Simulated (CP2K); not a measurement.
Runs of CP2K 2026.2 on Si2W. Symmetry: I4/mmm, No. 139, tetragonal system. Conventional cell: a = 3.214 Å, b = 3.214 Å, c = 7.830 Å, α = 90.00°, β = 90.00°, γ = 90.00°. Around W (site symmetry 4/mmm) lie 10 Si at 2.62 Å. Si (site symmetry 4mm) is surrounded by 5 Si at 2.59 to 2.63 Å and 5 W at 2.62 Å. 

```tsv
level	gap on the mesh (eV)	pressure (GPa)	largest force (eV/Å)
PBE	none	(c)	0.07
WC	none	(d)	0.02
PBEsol	none	-0.4	(b)
LDA	none	-1.3	0.02
SCAN	none	-0.1	(a)
HLE16	none	-47.7	0.18
BLYP	none	10.2	-
```

Alike in all rows: task band structure; potentials or basis POTENTIAL_UZH W GTH-PBE-q14, Si GTH-PBE-q4; TZVP-MOLOPT-PBE-GTH basis; no spin polarisation; cell as given; k mesh 12 × 12 × 12; smearing fermi-dirac 0.05 eV.

**Question.** Fill in the values left out.

**Answer.** (a) 0.06; (b) 0.03; (c) 2.5; (d) 0.5.

Caveats: spin-orbit coupling is left out, which moves the levels of the heavy elements; the basis of atomic orbitals isn't converged, which shifts pressures, moduli and gaps; the potentials were made for another functional, which shifts forces and pressure (some runs); the potentials were made for a functional far from this one (some runs); the cell as given lies far from equilibrium (some runs).

A k mesh can miss the band edges, and the runs leave out spin-orbit coupling on W.

A gap of «none» marks a metal or a gap under the smearing width.
